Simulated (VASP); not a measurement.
A run of VASP 6.6.1 is set up as follows.

File INCAR:

```
SYSTEM = GaAs
ALGO = Fast
EDIFF = 1E-6
ENCUT = 520
GGA = PE
ISIF = 2
ISMEAR = 0
LASPH = .TRUE.
LCHARG = .TRUE.
LELF = .TRUE.
LREAL = .FALSE.
LVHAR = .TRUE.
LWAVE = .FALSE.
NBANDS = 16
NELM = 60
PREC = Accurate
SIGMA = 0.016
```

Contents of KPOINTS:

```
k-points
0
G
  8 8 8
  0 0 0
```

File POSCAR:

```
GaAs
1.0
    0.0000000000      2.8268500000      2.8268500000
    2.8268500000      0.0000000000      2.8268500000
    2.8268500000      2.8268500000      0.0000000000
As Ga
1 1
Direct
    0.7500000000      0.7500000000      0.7500000000
    0.0000000000      0.0000000000      0.0000000000
```

Potentials or basis: VASP PAW PBE potentials, release 64 (As, Ga_d).

Launch:

```console
$ cat potpaw_PBE.64/As/POTCAR potpaw_PBE.64/Ga_d/POTCAR > POTCAR
$ mpirun -np 1 vasp_std > vasp.out
```

Question: What does it give for the pressure?

Answer: 3.5 GPa.

Question: What does it give for the band gap on the k mesh?

Answer: 0.52 eV, direct.

**Experimental background.**

“Evidence of valence band perturbations in GaAsN/GaAs(001): A combined variable-angle spectroscopic ellipsometry and modulated photoreflectance investigation”, 2008, arxiv:0805.2212 reports, for a bulk crystal of GaAs at 300 K: band gap 1.418 ± 0.005 eV (direct).

Measured gap of GaAs: 1.418 eV (direct; 300 K; “Evidence of valence band perturbations in GaAsN/GaAs(001): A combined variable-angle spectroscopic ellipsometry and modulated photoreflectance investigation”, 2008, arxiv:0805.2212). This calculation gives 0.52 eV (-0.90 eV). 3 values of this kind are on record (1.412 to 1.51 eV); this one was drawn at random among those near their median, those with a stated uncertainty first. Spin-orbit coupling on As, Ga is left out. The value is that of PBE on a finite k mesh, which can miss the band edges, without temperature or zero-point motion. Semilocal functionals fall short of measured gaps as a rule.
